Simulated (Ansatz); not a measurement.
Zr:

```
CELL_PARAMETERS angstrom
-1.81000 1.81000 1.81000
1.81000 -1.81000 1.81000
1.81000 1.81000 -1.81000
ATOMIC_POSITIONS crystal
Zr 0.00000 0.00000 0.00000
```

This isn't the form of Zr at room conditions, which is hcp.

```yaml
Program: Ansatz 0.2.0
Task: relaxation of cell and atoms
Functional: BPBE
Dispersion: D4
Potentials_or_basis: PseudoDojo standard (PBE files)
Cutoff: 898 eV
Density_cutoff: 3592 eV
k_mesh: 15 × 15 × 15
Occupations: fermi-dirac, width 0.1 eV
Spin: spin-orbit coupling, no magnetisation
```

At the start: volume 23.72 Å³/atom.

How do energy, volume and symmetry change on relaxing?

It ends after 5 steps and the volume is 22.13 Å³/atom (-6.7 %); space group Im-3m (No. 229, to 0.05 Å).

The path:
```csv
step,energy change (eV),largest force (eV/Å),volume (Å³)
1,0.0000,0.0000,23.72
2,-0.0143,0.0000,21.06
3,-0.0292,0.0000,22.20
4,-0.0293,0.0000,22.13
5,-0.0292,0.0000,22.13
```

Final structure:
```yaml
crystal:
  lattice:
    - [-1.76868, 1.76868, 1.76868]
    - [1.76868, -1.76868, 1.76868]
    - [1.76868, 1.76868, -1.76868]
  atoms:
    - { symbol: Zr, position: [0.00000, 0.00000, 0.00000] }
```

Caveat: the potentials were made for another functional, which shifts forces and pressure; the plane-wave basis is chosen anew once the cell has moved, so the energies of steps on either side of that aren't comparable; the dispersion damping was fitted for another functional or another form of the correction.
